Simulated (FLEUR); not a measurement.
Runs of FLEUR MaX-R8.1 (later development tree) on Ni. It takes space group Fm-3m (No. 225, cubic). Conventional cell: a = 3.475 Å, b = 3.475 Å, c = 3.475 Å, α = 90.00°, β = 90.00°, γ = 90.00°. Around Ni (site symmetry m-3m) lie 12 Ni at 2.46 Å. 

```tsv
task	level	spin	gmax	muffin-tin radii	max iterations	mixing factor	mixer	kmax	moment (μB)	V0 of scaled cells (Å³/atom)	B0 (GPa)
equation of state	Wu-Cohen GGA	collinear, program default start	14.4 1/bohr	Ni 2.11 bohr	-	-	-	4.64 1/bohr	-	10.43	(b)
equation of state	LDA	collinear, program default start	14.4 1/bohr	Ni 2.11 bohr	-	-	-	4.64 1/bohr	-	10.03	(a)
band structure	LDA	collinear, ferromagnetic start	14.1 1/bohr	Ni 2.15 bohr	60	0.05	Anderson	4.56 1/bohr	0.62	-	-
band structure	Wu-Cohen GGA	collinear, ferromagnetic start	14.1 1/bohr	Ni 2.15 bohr	60	0.05	Anderson	4.56 1/bohr	0.63	-	-
```

Alike in all rows: potentials or basis all-electron, FLAPW; cell as given; k mesh 13 × 13 × 13; smearing fermi-dirac 0.05 eV.

Question: Fill in the values left out.

Answer: (a) 258; (b) 230.
